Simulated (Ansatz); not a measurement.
**Magnetic states of chromium, diamond**

The calculation used DFT, PBE, plane waves (420 eV) with PAW, scalar-relativistic (Ansatz 0.2.0).

Each start was relaxed and then solved on a dense mesh, with Fermi-Dirac smearing of 0.05 eV (0.1 eV in a metal without spin) extrapolated to zero. Rows within 2 meV/atom of each other tie.

(1) Where does each start end, and how do the energies compare? Starts: antiferromagnetic; non-magnetic.

## Answers

(1) 
```json
{"start": "antiferromagnetic", "ends": "antiferromagnetic, largest moment 2.60 μB in the atomic sphere", "ΔE (meV/atom)": "0.0", "V (Å³/atom)": "19.65"}
{"start": "non-magnetic", "ends": "spin not included", "ΔE (meV/atom)": "240.9", "V (Å³/atom)": "16.58"}
```
